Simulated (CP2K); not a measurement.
# Nb in CP2K: work function with PBE

Aim: the work function of Nb with PBE.

Everything below comes from runs of CP2K 2026.2. Logs are shortened: lines on timing, memory, paths and dates and some standing lists are left out, and cuts for length are marked.

### 1 The cell of the first run

The cell holds a slab with vacuum, 5 atoms: a = 2.991 Å, b = 2.991 Å, c = 24.769 Å, α = 90.00°, β = 90.00°, γ = 120.00°.

### 2 Work function, PBE (the (1 1 1) slab of Nb, cut from the database cell, not relaxed)

Contents of nb_workfunction.inp:

```
&GLOBAL
  PROJECT nb_workfunction
  RUN_TYPE ENERGY_FORCE
  PRINT_LEVEL LOW
&END GLOBAL
&FORCE_EVAL
  METHOD QS
  &DFT
    BASIS_SET_FILE_NAME BASIS_MOLOPT_UZH
    POTENTIAL_FILE_NAME POTENTIAL_UZH
    &MGRID
      CUTOFF 450
      REL_CUTOFF 60
      NGRIDS 4
    &END MGRID
    &QS
      METHOD GPW
      EPS_DEFAULT 1.0E-10
    &END QS
    &KPOINTS
      SCHEME MONKHORST-PACK 10 10 1
      GAMMA_CENTERED T
      SYMMETRY T
      SYMMETRY_BACKEND SPGLIB
    &END KPOINTS
    &SCF
      SCF_GUESS ATOMIC
      EPS_SCF 1.0E-6
      MAX_SCF 100
      ADDED_MOS 31
      CHOLESKY OFF
      EPS_EIGVAL 1.0E-7
      &DIAGONALIZATION ON
        ALGORITHM STANDARD
      &END DIAGONALIZATION
      &MIXING ON
        METHOD BROYDEN_MIXING
        ALPHA 0.2
        BETA 1.5
        NBUFFER 8
      &END MIXING
      &SMEAR ON
        METHOD FERMI_DIRAC
        ELECTRONIC_TEMPERATURE [K] 580.226
      &END SMEAR
    &END SCF
    &XC
      &XC_FUNCTIONAL PBE
      &END XC_FUNCTIONAL
    &END XC
    &PRINT
      &KPOINTS ON
      &END KPOINTS
      &MULLIKEN ON
      &END MULLIKEN
      &MO ON
        ENERGIES T
        OCCUPATION_NUMBERS T
        &EACH
          QS_SCF 0
        &END EACH
        ADD_LAST NUMERIC
      &END MO
      &LOWDIN ON
      &END LOWDIN
      &HIRSHFELD ON
        SHAPE_FUNCTION DENSITY
      &END HIRSHFELD
      &E_DENSITY_CUBE ON
        STRIDE 1
      &END E_DENSITY_CUBE
      &V_HARTREE_CUBE ON
        STRIDE 1
      &END V_HARTREE_CUBE
      &ELF_CUBE ON
        STRIDE 1
      &END ELF_CUBE
    &END PRINT
  &END DFT
  &SUBSYS
    &CELL
      A 2.9910616844 0.0000000000 0.0000000000
      B -1.4955308422 2.5903354030 0.0000000000
      C 0.0000000000 0.0000000000 24.7687665547
      PERIODIC XYZ
    &END CELL
    &COORD
      SCALED
      Nb  0.6666666667 0.3333333333 0.3028007060
      Nb  0.3333333333 0.6666666667 0.4014003530
      Nb  0.0000000000 0.0000000000 0.5000000000
      Nb  0.6666666667 0.3333333333 0.5985996470
      Nb  0.3333333333 0.6666666667 0.6971992940
    &END COORD
    &KIND Nb
      BASIS_SET TZVP-MOLOPT-PBE-GTH-q13
      POTENTIAL GTH-PBE-q13
    &END KIND
    &PRINT
      &ATOMIC_COORDINATES ON
      &END ATOMIC_COORDINATES
      &CELL ON
      &END CELL
    &END PRINT
  &END SUBSYS
  &PRINT
    &FORCES ON
    &END FORCES
  &END PRINT
&END FORCE_EVAL
```

Potentials or basis: POTENTIAL_UZH Nb GTH-PBE-q13; TZVP-MOLOPT-PBE-GTH basis.

The run is started by

```console
OMP_NUM_THREADS=1 mpirun -n 2 cp2k.psmp -i nb_workfunction.inp -o nb_workfunction.out
```

nb_workfunction.out:

```text

 CP2K| version string:                                       CP2K version 2026.2
 CP2K| Input file name                                       nb_workfunction.inp

 GLOBAL| Force Environment number                                              1
 GLOBAL| Basis set file name                                    BASIS_MOLOPT_UZH
 GLOBAL| Potential file name                                       POTENTIAL_UZH
 GLOBAL| MM Potential file name                                     MM_POTENTIAL
 GLOBAL| Coordinate file name                                      __STD_INPUT__
 GLOBAL| Method name                                                        CP2K
 GLOBAL| Project name                                            nb_workfunction
 GLOBAL| Run type                                                   ENERGY_FORCE
 GLOBAL| FFT library                                                       FFTW3
 GLOBAL| Diagonalization library                                       ScaLAPACK
 GLOBAL| Cholesky decomposition library                                ScaLAPACK
 GLOBAL| DGEMM library                                                      BLAS
 GLOBAL| Direct generalized diagonalization requested                          F
 GLOBAL| Matrix multiplication library                                 ScaLAPACK
 GLOBAL| Global print level                                                  LOW
 GLOBAL| Total number of message passing processes                             2
 GLOBAL| Number of threads for this process                                    1
 GLOBAL| CPU model name                                                  UNKNOWN

 CELL| Volume [angstrom^3]:                                           191.904762
 CELL| Vector a [angstrom]:       2.991     0.000     0.000   |a| =     2.991062
 CELL| Vector b [angstrom]:      -1.496     2.590     0.000   |b| =     2.991062
 CELL| Vector c [angstrom]:       0.000     0.000    24.769   |c| =    24.768767
 CELL| Angle (b,c), alpha [degree]:                                    90.000000
 CELL| Angle (a,c), beta  [degree]:                                    90.000000
 CELL| Angle (a,b), gamma [degree]:                                   120.000000
 CELL| Numerically orthorhombic:                                              NO
 CELL| Periodicity                                                           XYZ

 CELL_REF| Volume [angstrom^3]:                                       191.904762
 CELL_REF| Vector a [angstrom     2.991     0.000     0.000   |a| =     2.991062
 CELL_REF| Vector b [angstrom    -1.496     2.590     0.000   |b| =     2.991062
 CELL_REF| Vector c [angstrom     0.000     0.000    24.769   |c| =    24.768767
 CELL_REF| Angle (b,c), alpha [degree]:                                90.000000
 CELL_REF| Angle (a,c), beta  [degree]:                                90.000000
 CELL_REF| Angle (a,b), gamma [degree]:                               120.000000
 CELL_REF| Numerically orthorhombic:                                          NO
 CELL_REF| Periodicity                                                       XYZ

 GENERATE|  Preliminary Number of Bonds generated:                             0
 GENERATE|  Achieved consistency in connectivity generation.

 *******************************************************************************
 *******************************************************************************
 **            Copyright (C) by CP2K developers group (2000-2026)             **
 *******************************************************************************

 TOTAL NUMBERS AND MAXIMUM NUMBERS

  Total number of            - Atomic kinds:                                   1
                             - Atoms:                                          5
                             - Shell sets:                                     5
                             - Shells:                                        55
                             - Primitive Cartesian functions:                 30
                             - Cartesian basis functions:                    205
                             - Spherical basis functions:                    175

  Maximum angular momentum of- Orbital basis functions:                        3
                             - Local part of the GTH pseudopotential:          2
                             - Non-local part of the GTH pseudopotential:      4

 MODULE QUICKSTEP: ATOMIC COORDINATES IN ANGSTROM

   Atom Kind Element         X             Y             Z       Z(eff)     Mass
      1    1 Nb   41      1.495531      0.863445      7.500000  13.0000  92.9064
      2    1 Nb   41     -0.000000      1.726890      9.942192  13.0000  92.9064
      3    1 Nb   41      0.000000      0.000000     12.384383  13.0000  92.9064
      4    1 Nb   41      1.495531      0.863445     14.826575  13.0000  92.9064
[... 45 lines left out ...]
 BRILLOUIN|     7           0.12000       -0.30000       -0.20000        0.00000
 BRILLOUIN|     8           0.06000       -0.30000        0.00000        0.00000
 BRILLOUIN|     9           0.12000       -0.30000        0.10000        0.00000
 BRILLOUIN|    10           0.06000       -0.20000        0.00000        0.00000
 BRILLOUIN|    11           0.06000       -0.20000        0.10000        0.00000
 BRILLOUIN|    12           0.06000       -0.10000        0.00000        0.00000
 BRILLOUIN|    13           0.01000        0.00000        0.00000        0.00000
 BRILLOUIN|    14           0.03000        0.00000        0.50000        0.00000
 *******************************************************************************

 Extrapolation method: initial_guess

 Number of electrons:                                                         65
 Number of occupied orbitals:                                                 33
 Number of molecular orbitals:                                                64

 Number of orbital functions:                                                175
 Number of independent orbital functions:                                    175

 SCF WAVEFUNCTION OPTIMIZATION

  Step     Update method      Time    Convergence         Total energy    Change
  ------------------------------------------------------------------------------
     1 NoMix/Diag. 0.20E+00    2.0     0.65925967      -283.9807933383 -2.84E+02
     2 Broy./Diag. 0.20E+00    2.4     0.21979166      -287.3571817480 -3.38E+00
     3 Broy./Diag. 0.20E+00    2.4     0.10417709      -287.1568669031  2.00E-01
     4 Broy./Diag. 0.20E+00    2.4     0.14584684      -285.0837446127  2.07E+00
     5 Broy./Diag. 0.20E+00    2.4     0.05861579      -282.8925058216  2.19E+00
     6 Broy./Diag. 0.20E+00    2.4     0.02357744      -282.8540944794  3.84E-02
     7 Broy./Diag. 0.20E+00    2.4     0.00819979      -282.8156088421  3.85E-02
     8 Broy./Diag. 0.20E+00    2.4     0.00987183      -282.9471521616 -1.32E-01
     9 Broy./Diag. 0.20E+00    2.4     0.00300083      -282.9742300971 -2.71E-02
    10 Broy./Diag. 0.20E+00    2.4     0.00235182      -282.9811729505 -6.94E-03
    11 Broy./Diag. 0.20E+00    2.4     0.00113159      -282.9843441382 -3.17E-03
[... 13 lines left out ...]
    25 Broy./Diag. 0.20E+00    2.4     0.00000517      -282.9807736126 -7.72E-05
    26 Broy./Diag. 0.20E+00    2.4     0.00000564      -282.9808310438 -5.74E-05
    27 Broy./Diag. 0.20E+00    2.5     0.00000408      -282.9808351230 -4.08E-06
    28 Broy./Diag. 0.20E+00    2.4     0.00000363      -282.9808077581  2.74E-05
    29 Broy./Diag. 0.20E+00    2.4     0.00000603      -282.9807777222  3.00E-05
    30 Broy./Diag. 0.20E+00    2.4     0.00000415      -282.9807899095 -1.22E-05
    31 Broy./Diag. 0.20E+00    2.4     0.00000390      -282.9807992463 -9.34E-06
    32 Broy./Diag. 0.20E+00    2.5     0.00000315      -282.9808077354 -8.49E-06
    33 Broy./Diag. 0.20E+00    2.4     0.00000140      -282.9808113543 -3.62E-06
    34 Broy./Diag. 0.20E+00    2.4     0.00000054      -282.9808091964  2.16E-06

  *** SCF run converged in    34 steps ***

  Electronic density on regular grids:        -64.9999999983        0.0000000017
  Core density on regular grids:               64.9999999956       -0.0000000044
  Total charge density on r-space grids:       -0.0000000027
  Total charge density g-space grids:          -0.0000000027

  Overlap energy of the core charge distribution:               0.00000000000000
  Self energy of the core charge distribution:               -516.02040539875475
  Core Hamiltonian energy:                                    116.97715705910842
  Hartree energy:                                             150.07303902098937
  Exchange-correlation energy:                                -34.00741829007067
  Electronic entropic energy:                                  -0.00318158896942
  Fermi energy:                                                 0.17223130686289

  Total energy:                                              -282.98080919637249
  Total energy (extrapolated to T->0):                       -282.97921840188781

 MO| EIGENVALUES AND OCCUPATION NUMBERS FOR K POINT 1
 MO|
 MO|  Index      Eigenvalue [a.u.]        Eigenvalue [eV]             Occupation
 MO|      1              -1.835451             -49.945171               2.000000
 MO|      2              -1.835450             -49.945124               2.000000
 MO|      3              -1.833134             -49.882118               2.000000
 MO|      4              -1.832748             -49.871602               2.000000
 MO|      5              -1.832039             -49.852322               2.000000
 MO|      6              -0.978038             -26.613763               2.000000
[... 476 lines left out ...]
 MO|     63               0.730078              19.866425               0.000000
 MO|     64               0.748158              20.358402               0.000000
 MO| Sum:                                                              67.057159
 MO| E(Fermi):            0.172231 a.u.          4.686652 eV

 The electron density is written in Cube    file format to the file:

 nb_workfunction-ELECTRON_DENSITY-1_0.cube

 !-----------------------------------------------------------------------------!
                     Mulliken Population Analysis

 #  Atom  Element  Kind  Atomic population                           Net charge
       1     Nb       1         12.990391                              0.009609
       2     Nb       1         13.006626                             -0.006626
       3     Nb       1         13.005968                             -0.005968
       4     Nb       1         13.006625                             -0.006625
       5     Nb       1         12.990390                              0.009610
 # Total charge                             65.000000                 -0.000000

 !-----------------------------------------------------------------------------!

 !-----------------------------------------------------------------------------!
                           Hirshfeld Charges

  #Atom  Element  Kind  Ref Charge     Population                    Net charge
      1       Nb     1      13.000         13.000                        -0.000
      2       Nb     1      13.000         12.999                         0.001
      3       Nb     1      13.000         13.001                        -0.001
      4       Nb     1      13.000         12.999                         0.001
      5       Nb     1      13.000         13.000                        -0.000

  Total Charge                                                            0.000
 !-----------------------------------------------------------------------------!

 LOWDIN POPULATION ANALYSIS

 #  Atom  Element  Kind  Atomic population                           Net charge
       1     Nb       1         12.975173                              0.024827
       2     Nb       1         13.022581                             -0.022581
       3     Nb       1         13.004494                             -0.004494
       4     Nb       1         13.022580                             -0.022580
       5     Nb       1         12.975173                              0.024827
 # Total charge                             65.000000                 -0.000000

               ----- ELF is computed on the real space grid -----

 ELF is written in Cube    file format to the file:

 nb_workfunction-ELF_S1-1_0.cube

 ENERGY| Total FORCE_EVAL ( QS ) energy [hartree]           -282.980801774781412

 FORCES| Atomic forces [hartree/bohr]
 FORCES|   Atom     x               y               z               |f|
 FORCES|      1 -3.86975860E-10  7.32447317E-10  1.19855848E-04   1.19855848E-04
 FORCES|      2 -1.68984015E-10  2.03559075E-09 -3.70940941E-03   3.70940941E-03
 FORCES|      3 -3.93865304E-12 -6.60684046E-10 -1.87889635E-09   1.99167528E-09
 FORCES|      4  1.32250033E-10 -1.15383865E-09  3.70941500E-03   3.70941500E-03
 FORCES|      5  4.24981583E-10 -9.53128762E-10 -1.19859553E-04   1.19859553E-04
 FORCES| Sum    -2.66691134E-12  3.86612614E-13  6.88790257E-12
 FORCES| Total atomic force                                       7.39628875E-12
```

Wall time 97 s (2 MPI ranks of Arm Neoverse V2, shared host).

What came out:

| Item | Value |
| --- | --- |
| Free energy | -7700.2992 eV |
| Largest force | 0.191 eV/Å |
| Band gap on the k mesh | none (metal or under the smearing width) |
| Work function | 4.51 eV |
| Work function of the upper face | 4.51 eV |
| Work function of the lower face | 4.51 eV |

Forces in eV/Å, atoms in the order of the input:
```
Nb   0.000  0.000  0.006
Nb   0.000  0.000 -0.191
Nb   0.000  0.000  0.000
Nb   0.000  0.000  0.191
Nb   0.000  0.000 -0.006
```

Caveat: the basis of atomic orbitals isn't converged, which shifts pressures, moduli and gaps.
